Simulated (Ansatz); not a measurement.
CsPbCl3:

```
Pb Cs Cl
1.0
     5.60500    0.00000    0.00000
     0.00000    5.60500    0.00000
     0.00000    0.00000    5.60500
Pb Cs Cl
1 1 3
Cartesian
  2.8025 2.8025 2.8025
  0.0000 0.0000 0.0000
  2.8025 0.0000 2.8025
  0.0000 2.8025 2.8025
  2.8025 2.8025 0.0000
```

Base run:

* Program: Ansatz 0.2.0
* Functional: PBE
* Potentials or basis: all-electron LAPW, scalar-relativistic
* Cutoff: 193 eV
* Density cutoff: 773 eV
* Basis error allowed: 0.002 eV/atom
* k mesh: 5 × 5 × 5
* Occupations: fermi-dirac, width 0.05 eV
* Spin: no spin polarisation

Its results: pressure 1.7 GPa.

Task: After a change of settings the same cell gave: pressure -1.2 GPa. Which change was it?
A. functional from PBE to PBEsol
B. functional from PBE to LDA
C. basis error allowed from 0.002 eV/atom to 0.001 eV/atom
D. functional from PBE to PBEsol; basis error allowed from 0.002 eV/atom to 0.001 eV/atom

Result: B.

LDA binds more tightly than PBE, so the same cell stands under less pressure.

Not every run made on this cell is shown here.
